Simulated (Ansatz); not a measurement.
# Ta (Im-3m)

All numbers below come from Ansatz 0.2.0, DFT PBE, scalar-relativistic, plane waves, PAW.

Plane waves to 420 eV, a k mesh through Γ of 24×24×24 on the computed 1-atom cell and Gaussian smearing (0.10 eV); no spin polarisation.

The structure is relaxed at this level of theory with its symmetry kept, and needn't be the ground state of this composition.

```cif
data_structure
_symmetry_space_group_name_H-M 'Im-3m'
_symmetry_Int_Tables_number 229
_cell_length_a 3.3189
_cell_length_b 3.3189
_cell_length_c 3.3189
_cell_angle_alpha 90.000
_cell_angle_beta 90.000
_cell_angle_gamma 90.000
_cell_volume 36.56
loop_
_atom_site_label
_atom_site_type_symbol
_atom_site_symmetry_multiplicity
_atom_site_Wyckoff_symbol
_atom_site_fract_x
_atom_site_fract_y
_atom_site_fract_z
_atom_site_occupancy
Ta1 Ta 2 a 0.00000 0.00000 0.00000 1
```

- Space group: Im-3m (No. 229)
- Volume per atom: 123.3 bohr³
- Energy over the standard state (uncorrected): 0.000 eV/atom
- Kohn–Sham band gap: none (metal)
- Density of states at the Fermi level: 1.3 states/eV per cell
- Orbital (Löwdin) character within 0.5 eV of the Fermi level: Ta 5d 85 %, Ta 6s 8 %, unprojected 6 %
- Bader charge by site (e): Ta (1 in the cell) 0.00

Spin-orbit coupling is left out, which matters for the bands of heavy elements.

The cell was reached from a generator's guess, though it ends in a space group that the Crystallography Open Database lists for this formula. Löwdin shares on free-atom orbitals overweight diffuse shells.
